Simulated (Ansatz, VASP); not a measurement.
## One calculation of AlNi, two programs

Contents of INCAR:

```
SYSTEM = AlNi
ALGO     = Normal         ! electronic algorithm
EDIFF    = 1E-6           ! SCF threshold, eV
ENCUT    = 520            ! plane-wave cutoff, eV
GGA      = PE             ! functional
ISIF     = 2              ! what is computed and relaxed
ISMEAR   = -1             ! smearing method
LASPH    = .TRUE.         ! aspherical terms in the spheres
LCHARG   = .FALSE.        ! write CHGCAR
LREAL    = .FALSE.        ! projectors in reciprocal space
LWAVE    = .FALSE.        ! write WAVECAR
NBANDS   = 14             ! bands
NELM     = 60             ! most SCF steps
PREC     = Accurate       ! precision mode
SIGMA    = 0.1            ! smearing width, eV
```

File KPOINTS:

```
k-points
0
G
  15 15 15
  0 0 0
```

File POSCAR:

```
AlNi
1.0
    0.0000000000      2.3798396976      2.3798396976
    2.3798396976      0.0000000000      2.3798396976
    2.3798396976      2.3798396976      0.0000000000
Ni Al
1 1
Direct
    0.0000000000      0.0000000000      0.0000000000
    0.5000000000      0.5000000000      0.5000000000
```

Input for Ansatz:

```yaml
crystal:
  lattice:
    - [0.0, 2.3798396976, 2.3798396976]
    - [2.3798396976, 0.0, 2.3798396976]
    - [2.3798396976, 2.3798396976, 0.0]
  atoms:
    - { symbol: Ni, position: [0.0, 0.0, 0.0] }
    - { symbol: Al, position: [0.5, 0.5, 0.5] }
kpoints:
  mp_grid: { grid: [15, 15, 15] }
scf:
  occupations: { method: fermi_dirac, width: 0.1 }
hamiltonian:
  xc: pbe
  pseudopotentials: { kind: paw }
output:
  forces: true
  stress: true
  eigenvalues: true
  populations: true
```

Change from the starting cell: volume scaled by 0.94, PAW files.

Alike in both runs: task single point; functional PBE; k mesh 15 × 15 × 15; occupations fermi-dirac, width 0.1 eV; no spin polarisation.

|  | VASP | Ansatz |
| --- | --- | --- |
| version | VASP 6.6.1 | Ansatz 0.2.0 |
| potentials or method | VASP PAW PBE potentials, release 64 (Ni, Al) | PAW with Ansatz's default frozen-core files, scalar-relativistic |
| plane-wave cutoff (eV) | 520 | 420 |
| valence electrons in the cell | 13 | 21 |

```csv
,VASP,Ansatz,Ansatz less VASP
pressure (GPa),7.6,7.8,+0.18
```

With one functional, cell and mesh, what is left measures potentials, basis and numerics. The two sets of potentials don't hold the same shells in valence.

Spin polarisation is off, so any magnetic state and its effect on volume and gap are missing.
